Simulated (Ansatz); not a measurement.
Runs of Ansatz 0.2.0 on HfC. It takes space group P6_3/mmc (No. 194, hexagonal). Conventional cell: a = 3.343 Å, b = 3.343 Å, c = 5.203 Å, α = 90.00°, β = 90.00°, γ = 120.00°. Hf (site symmetry -6m2) has 6 C at 2.33 Å as nearest neighbours. C (site symmetry -3m) has 6 Hf at 2.33 Å and 2 C at 2.60 Å as nearest neighbours. The cell comes from a database or a generator and needn't be the stable form of this composition.

```csv
task,level,spin,k mesh,cutoff (eV),atoms under strain,points for each segment of the path,gap on the mesh (eV),pressure (GPa),V0 of scaled cells (Å³/atom),B0 (GPa)
equation of state,LDA,off,9 × 9 × 5,420,-,-,-,-,11.93,260
elastic constants,PBEsol,off,8 × 8 × 6,420,relaxed,-,none,-7.4,-,-
band structure,r2SCAN,off,9 × 9 × 5,500,-,14,none,(b),-,-
band structure,LDA,off,9 × 9 × 5,420,-,14,none,(a),-,-
equation of state,r2SCAN,off,9 × 9 × 5,500,-,-,-,-,12.44,243
phonons,PBEsol,off,8 × 8 × 6,420,-,-,none,-,-,-
density of states,PBEsol,off,8 × 8 × 6,420,-,-,none,-7.4,-,-
band structure,PBEsol,"SOC, no magnetisation",9 × 9 × 5,420,-,14,none,-7.9,-,-
```

Alike in all rows: potentials or basis Ansatz PAW; cell as given; smearing fermi-dirac 0.05 eV.

Question: Estimate the missing entries.

Answer: (a) -12.6; (b) -2.7.

Caveats: the PAW data sets come from PBE, with cores solved anew for the run's functional, which leaves a small shift of forces and pressure (some runs); the cell was scaled at fixed shape and fractional positions, which overstates the stiffness of a crystal with free parameters, most of all of layers and chains (some runs); spin-orbit coupling is left out, which moves the levels of the heavy elements (some runs); the cell is more than 3 GPa from zero pressure, which shifts response properties (some runs); elastic constants of metals need much finer meshes, so these are rough (some runs); the PAW data sets were made with another functional, which shifts forces and pressure a little (some runs); the density of states is complete only up to the lowest level of the last band computed (some runs).

A k mesh can miss the band edges, and rows without SOC leave out spin-orbit coupling on Hf.

A gap of «none» marks a metal or a gap under the smearing width.
